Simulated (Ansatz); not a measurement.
The system is TePt.

```
Pt Te
1.0
     1.98157    1.14406    6.66103
    -1.98157    1.14406    6.66103
     0.00000   -2.28812    6.66103
Pt Te
2 2
Cartesian
  0.0000 0.0000 2.5911
  0.0000 0.0000 17.3920
  0.0000 0.0000 8.0332
  0.0000 0.0000 11.9499
```

```yaml
Program: Ansatz 0.2.0
Task: relaxation of cell and atoms
Functional: PBEsol
Dispersion: D3(BJ)
Potentials_or_basis: Ansatz PAW
Cutoff: "420 eV (not typed: the program's choice for these potentials)"
k_mesh: 8 × 8 × 8
Occupations: fermi-dirac, width 0.05 eV
Spin: no spin polarisation
```

At the start: volume 22.65 Å³/atom.

Problem. Where does the relaxation end?

Solution. It ends after 8 steps and the volume is 21.26 Å³/atom (-6.1 %); space group R-3m (No. 166, to 0.05 Å).

Step by step:
```
step  energy change (eV)  largest force (eV/Å)  volume (Å³)
   1              0.0000                0.1819        90.60
   2             -0.0300                0.2359        81.36
   3             -0.0897                0.0353        85.99
   4             -0.0933                0.0505        85.25
   5             -0.0944                0.0251        85.13
   6             -0.0945                0.0181        85.05
   7             -0.0945                0.0002        85.03
   8             -0.0929                0.0003        85.03
```

Final structure:
```yaml
crystal:
  lattice:
    - [1.96121, 1.13231, 6.38202]
    - [-1.96121, 1.13231, 6.38202]
    - [0.00000, -2.26461, 6.38202]
  atoms:
    - { symbol: Pt, position: [0.12907, 0.12907, 0.12907] }
    - { symbol: Pt, position: [0.87093, 0.87093, 0.87093] }
    - { symbol: Te, position: [0.39795, 0.39795, 0.39795] }
    - { symbol: Te, position: [0.60205, 0.60205, 0.60205] }
```

Caveat: the plane-wave basis is chosen anew once the cell has moved, so the energies of steps on either side of that aren't comparable; pairwise dispersion overbinds metals, which lowers pressure and volume; the PAW data sets come from PBE, with cores solved anew for the run's functional, which leaves a small shift of forces and pressure.
